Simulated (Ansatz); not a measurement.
Input of an Ansatz 0.2.0 run:

input.yaml

```yaml
crystal:
  lattice:
    - [2.8107494552, 0.0, 0.0]
    - [0.0, 2.8107494552, 0.0]
    - [0.0, 0.0, 3.685]
  atoms:
    - { symbol: Au, position: [0.0, 0.0, 0.0] }
    - { symbol: Cu, position: [0.5, 0.5, 0.5] }
kpoints:
  mp_grid: { grid: [9, 9, 7] }
  band_path:
    path:
      - [0.0, 0.0, 0.0]
      - [0.0, 0.5, 0.0]
      - [0.5, 0.5, 0.0]
      - [0.0, 0.0, 0.0]
      - [0.0, 0.0, 0.5]
      - [0.0, 0.5, 0.5]
      - [0.5, 0.5, 0.5]
      - [0.0, 0.0, 0.5]
    npoints: 10
scf:
  occupations: { method: fermi_dirac, width: 0.05 }
hamiltonian:
  xc: pbe
  pseudopotentials: { kind: all_electron, lapw: { basis_error: 0.001 } }
output:
  forces: true
  stress: true
  eigenvalues: true
```

Potentials or basis: all-electron LAPW, scalar-relativistic.

Command:

```console
$ ansatz run input.yaml --threads 1 --pin off --max-ram 3072MiB --backend cpu --events-out ev --progress --plain --runs-dir out
```

Q: Estimate the band gap along the path.

A: None (metal or under the smearing width).

Q: What does it give for the pressure?

A: 4.5 GPa.

Levels at the corners of the path, in eV from the Fermi level:
```tsv
point	band 28	band 29	band 30	band 31	band 32	band 33	band 34	band 35
Γ	-2.09	-1.64	-1.42	-1.42	2.11	8.05	10.04	10.04
X	-2.92	-2.35	-2.14	-0.82	-0.11	9.43	9.54	11.34
M	-1.58	-1.32	-1.32	0.67	0.67	5.19	6.86	10.08
Γ	-2.09	-1.64	-1.42	-1.42	2.11	8.05	10.04	10.04
Z	-2.71	-2.30	-2.27	-2.27	-1.92	14.36	14.62	14.62
R	-1.67	-1.54	-1.50	-1.04	-1.04	2.72	4.40	15.87
A	-2.09	-1.61	-1.58	5.36	5.54	5.54	6.21	6.94
Z	-2.71	-2.30	-2.27	-2.27	-1.92	14.36	14.62	14.62
```

Caveat: spin-orbit coupling is left out, which moves the levels of the heavy elements.
